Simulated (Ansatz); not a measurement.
Ansatz input

```yaml
crystal:
  lattice:
    - [0.0, 2.1397919757, 2.1397919757]
    - [2.1397919757, 0.0, 2.1397919757]
    - [2.1397919757, 2.1397919757, 0.0]
  atoms:
    - { symbol: Ga, position: [0.0, 0.0, 0.0] }
hamiltonian:
  xc: blyp
  pseudopotentials:
    kind: paw
    azcp:
      Ga: "pseudopotentials/Ga.paw.azcp"
basis:
  ecutwfc: 420
  fft_grid_basis: typed
kpoints:
  mp_grid: { grid: [13, 13, 13], shift: [0, 0, 0] }
magnetization:
  spin_polarized: false
scf:
  occupations: { method: fermi_dirac, width: 0.1 }
relax:
  max_steps: 60
  f_tol: 0.01
  cell: {}
output:
  write_density: true
  write_potential: true
  elf: true
  volumetric_format: npy
```

Output

```
Engine: ansatz 0.2.0, aarch64-unknown-linux-gnu
Pseudopotentials: kind: paw
Pseudopotential: Ga, paw, valence charge 13, recommended cutoff 420 eV (normal) 
Functional definition: BLYP
  parameter beta = 0.0042
  parameter a = 0.04918
  parameter b = 0.132
  parameter c = 0.2533
  parameter d = 0.349
  exchange = b88_x(beta = beta)
  correlation = lyp_c(a = a, b = b, c = c, d = d)
Crystal: 1 atoms, lattice volume = 19.595 Å³
Basis set: ecut = 420 eV, 387 PW (Γ), exchange–correlation on 48×48×48 points (8 copies of the dense FFT grid, shifted against one another)
Bands: 11, of which v1, the nominal top of the filled ones, is band 7 counted from 1 (6 counted from 0)
Symmetry: 48 space group operations
Space group: Fm-3m (ITA 225), of the structure as read, at distance tolerance 2.7e-5 Å
k-points: 84 of 2197
Non-local potential: Ga, projectors of the file, l = 0: 2, l = 1: 2, l = 2: 3, l = 3: 1
PAW form: soft (Blöchl's): semilocal exchange-correlation on the pseudo side does not see the compensation charge
PAW frozen core: Ga, regenerated for the run's functional, and the local potential with it (the file was generated under x = pbe(κ = 0.804, μ = 0.2195149727645171), c = pbe(β = 0.06672455060314922))
PAW one-centre angular grid: Ga, 590 points (default); XC on 64 Gauss nodes
Initial density: superposition of atomic densities (neutral atoms: chi_scale 0, normalization atom), corrected by the library's trained network
Initial wavefunctions: pseudopotential atomic-orbital guess
Functional: x = b88, c = lyp
SCF iter   1: F=—  HF=-3792.757642 eV  |F-HF|=—  |Δ(HF+E_count)|=         —  Δρ=8.07e-3  dr2=7.54e-3  ethr=1.77e-3  ⟨swp⟩=5.0  Hψ=5504  notcnv=0
SCF iter   2: F=—  HF=-3792.756623 eV  |F-HF|=—  |Δ(HF+E_count)|=   1.02e-3  Δρ=5.07e-3  dr2=3.36e-3  ethr=5.80e-5  ⟨swp⟩=1.1  Hψ=1601  notcnv=0
SCF iter   3: F=—  HF=-3792.756405 eV  |F-HF|=—  |Δ(HF+E_count)|=   2.18e-4  Δρ=3.58e-4  dr2=1.76e-5  ethr=2.58e-5  ⟨swp⟩=2.0  Hψ=1014  notcnv=0
SCF iter   4: F=—  HF=-3792.756421 eV  |F-HF|=—  |Δ(HF+E_count)|=   1.62e-5  Δρ=6.62e-5  dr2=4.97e-7  ethr=1.36e-7  ⟨swp⟩=2.3  Hψ=1357  notcnv=0
iter 5 did not close the SCF: its close was put off for the readings that it lacked (scf_convergence_deferred on its scf_iter line)
...
SCF iter   1: F=—  HF=-3792.773499 eV  |F-HF|=—  |Δ(HF+E_count)|=         —  Δρ=1.06e-3  dr2=5.44e-6  ethr=2.15e-7  ⟨swp⟩=2.1  Hψ=7433  notcnv=0
SCF iter   2: F=—  HF=-3792.777247 eV  |F-HF|=—  |Δ(HF+E_count)|=   3.75e-3  Δρ=5.30e-4  dr2=1.37e-6  ethr=4.18e-8  ⟨swp⟩=2.0  Hψ=1058  notcnv=0
SCF iter   3: F=—  HF=-3792.778520 eV  |F-HF|=—  |Δ(HF+E_count)|=   1.27e-3  Δρ=3.00e-5  dr2=1.49e-8  ethr=1.06e-8  ⟨swp⟩=2.0  Hψ=1056  notcnv=0
SCF iter   4: F=—  HF=-3792.778524 eV  |F-HF|=—  |Δ(HF+E_count)|=   3.62e-6  Δρ=5.67e-6  dr2=1.52e-9  ethr=1.15e-10  ⟨swp⟩=2.0  Hψ=1468  notcnv=0
SCF iter   5: F=—  HF=-3792.778524 eV  |F-HF|=—  |Δ(HF+E_count)|=   8.15e-8  Δρ=8.47e-7  dr2=4.38e-11  ethr=1.17e-11  ⟨swp⟩=2.0  Hψ=1468  notcnv=0
SCF iter   6: F=-3792.778524 eV  HF=-3792.778524 eV  |F-HF|=6.82e-12  |Δ(HF+E_count)|=   1.14e-9  Δρ=5.49e-8  dr2=1.46e-13  ethr=1.00e-12  ⟨swp⟩=5.0  Hψ=3372  notcnv=0
SCF 5 converged in 6 iterations: F = -3792.778524 eV  dr2 = 1.46e-13
relax step   5: F+E_penalty+E_count = -3792.77852363 eV  Δ(F+E_penalty+E_count) = -3.068e-4 eV  max|allowed force component| = 0.000e0 eV/Å  Δτ_max = 0.0000 Å  P = +0.004 GPa  Ω = 21.613 Å³  stress off target by 3.50e-3 GPa  SCF on the basis re-selected at this cell (its energy is not comparable with the rows above)  (6 SCF iters)
basis re-selected at this cell: Δ(F+E_penalty+E_count) = -3.068e-4 eV, ΔP = -0.002 GPa vs the last step (what re-selecting the basis moved, of the pressure what is left beyond the Pulay correction that the steps carried, after the strain that the cell walked since its last selection, with what the two solves' SCF thresholds leave and, on support functions, any second-order correction that the steps lacked; it is no measure of the basis error at this ecutwfc). This SCF's stress stands 3.50e-3 GPa from its target on what of the cell is left free (relax.cell.stress_tol is 5.00e-2 GPa) and its largest allowed force component is 0.00e0 eV/Å (relax.f_tol is 1.00e-2 eV/Å): within both
SCF converged after 6 iterations
Free energy (F): -3792.778524 eV
Harris-Foulkes:  -3792.778524 eV  (|F-HF|=6.82e-12)
Internal energy: -3792.763207 eV  (E = F + TS)
E sigma→0 (E₀):  -3792.770865 eV
Entropy (-TS):   -0.015317 eV (-15.317 meV/atom)
Fermi energy:    8.455414 eV
--- Per-component energies (eV) ---
  E_band       = -51.468810
  E_kinetic    = 114.235274
  E_local      = -1873.333584  (includes V_loc(G=0)·N_el)
  E_nonlocal   = 416.400249
  E_hartree    = 874.688387
  E_xc         = -68.253468
  E_vxc        = -56.298662  (∫ρ·V_xc dr)
  E_paw        = -1994.851172  (= ΣΔE_a)
  E_vpaw       = -401.848735  (= ΣTr[D̂ρ^β])
  E_aug_tail   = -0.000118  (compensation charges beyond the density's cutoff)
  E_ewald      = -1261.664912
  E_core_change = 0.016136  (= ΣΔE_core)
  E_smearing   = -0.015317  (= −TS)
  E_closure    = 0.000000  (closes the sum)
  Σ components = -3792.778524   (vs F -3792.778524, Δ=0.00e0)
--- Forces (eV/Å), atoms counted from 1 ---
  atom   1  Ga    -0.00000000    -0.00000000    -0.00000000
  max |Σ_I F_I| component: 9.04e-32 eV/Å
--- Stress (GPa, compression-positive) ---
        0.003504       0.000000       0.000000
        0.000000       0.003504       0.000000
        0.000000       0.000000       0.003504
  P = ⅓ Tr σ = 0.0035 GPa (0.035 kbar)
--- Band table (eV; the first three rows and the last of 84) ---
  k-point 0: bands = ["-6.4920", "-6.4920", "-6.4920", "-6.4077", "-6.4077", "-1.6205", "18.9381", "18.9381", "18.9381", "23.3658", "23.3658"]
  k-point 1: bands = ["-6.4929", "-6.4870", "-6.4870", "-6.4083", "-6.4083", "-1.4843", "17.5653", "18.7166", "18.7166", "22.4949", "23.7503"]
  k-point 2: bands = ["-6.4963", "-6.4763", "-6.4763", "-6.4066", "-6.4066", "-1.0743", "14.9783", "18.2384", "18.2384", "22.0103", "24.4742"]
  k-point 83: bands = ["-6.5009", "-6.4826", "-6.4477", "-6.3835", "-6.3176", "5.8433", "8.2991", "8.8591", "10.5121", "22.3998", "23.7333"]
--- Relaxed structure (4 steps of the walk, 4 accepted, 1 SCFs on fresh bases) ---
  F+E_penalty+E_count = -3792.77852363 eV   max|allowed force component| = 0.000e0 eV/Å   (the final SCF, on the basis selected at the relaxed cell)
  cell:  # Å, volume = 21.6129 Å³
    - [3.057223219737353e-34, 2.2108575614660957, 2.2108575614660957]
    - [2.2108575614660957, 1.2228892878949414e-33, 2.2108575614660957]
    - [2.2108575614660957, 2.2108575614660957, 5.09537203289559e-34]
  atoms:
    - { symbol: Ga, position: [0.0, 0.0, 0.0] }
```
